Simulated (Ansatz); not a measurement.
# ScTl: the cost of one run

Program: Ansatz 0.2.0. Level of theory: DFT PBE, scalar-relativistic, plane waves, PAW. These are calculated values, not measurements.

## (1) The structure to begin with

The structure is cubic, space group Fm-3m (No. 225). The conventional cell has a = 6.046 Å, b = 6.046 Å, c = 6.046 Å, α = 90.00°, β = 90.00°, γ = 90.00°. Around Sc (site symmetry m-3m) lie 6 Tl at 3.02 Å. Tl (site symmetry m-3m) has 6 Sc at 3.02 Å as nearest neighbours.

As a file:

```
CELL_PARAMETERS angstrom
0.00000 3.02298 3.02298
3.02298 0.00000 3.02298
3.02298 3.02298 0.00000
ATOMIC_POSITIONS crystal
Sc 0.00000 0.00000 0.00000
Tl 0.50000 0.50000 0.50000
```

Recipe of the guess: species swapped into a database cell of CaTe (Fm-3m, No. 225), with Sc on the Ca sites and Tl on the Te sites. Its size is a rough estimate.

## (2) The guess as it stands, on a coarse mesh

The input, input.yaml:

```yaml
crystal:
  lattice:
    - [0.0, 3.02297626, 3.02297626]
    - [3.02297626, 0.0, 3.02297626]
    - [3.02297626, 3.02297626, 0.0]
  atoms:
    - { symbol: Sc, position: [0.0, 0.0, 0.0] }
    - { symbol: Tl, position: [0.5, 0.5, 0.5] }
basis:
  ecutwfc: 420
kpoints:
  mp_grid: { grid: [6, 6, 6] }
hamiltonian:
  xc: pbe
scf:
  occupations: { method: gaussian, width: 0.1 }
  lower_state_search: "off"
output:
  forces: true
  stress: true
  eigenvalues: true
```

Launch:

```console
ansatz run input.yaml --threads 1 --pin off --max-ram 2048MiB --backend cpu --events-out ev --progress --plain --runs-dir out
```

Q: Estimate wall time and peak memory on 1 thread of Arm Neoverse V1, shared host.

About 1 s, with a peak of 0.3 GiB.
